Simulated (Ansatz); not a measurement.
# Co (omega (AlB2-type)): energy against volume

All numbers below come from Ansatz, DFT, RPBE, plane waves (420 eV) with PAW, scalar-relativistic. (PAW data from PBE, frozen cores regenerated.)

The cell is scaled uniformly from the relaxed one, with fractional coordinates and shape fixed. Energies are extrapolated to zero smearing, pressures are those at the given smearing. Magnetic state: spin not included. It is not the lowest magnetic state of this structure.

A Birch-Murnaghan fit gives V₀ = 10.79 Å³/atom, B₀ = 223 GPa, B₀′ = 4.8.

(1) What are the energy above the minimum and the pressure at 9.535 Å³/atom?

(2) What are the energy above the minimum and the pressure at 11.268 Å³/atom?

(3) What are the energy above the minimum and the pressure at 12.135 Å³/atom?

Results:

(1) 129.2 meV/atom and 38.10 GPa as computed.

(2) 13.6 meV/atom and -7.82 GPa as computed.

(3) 93.1 meV/atom and -18.90 GPa as computed.
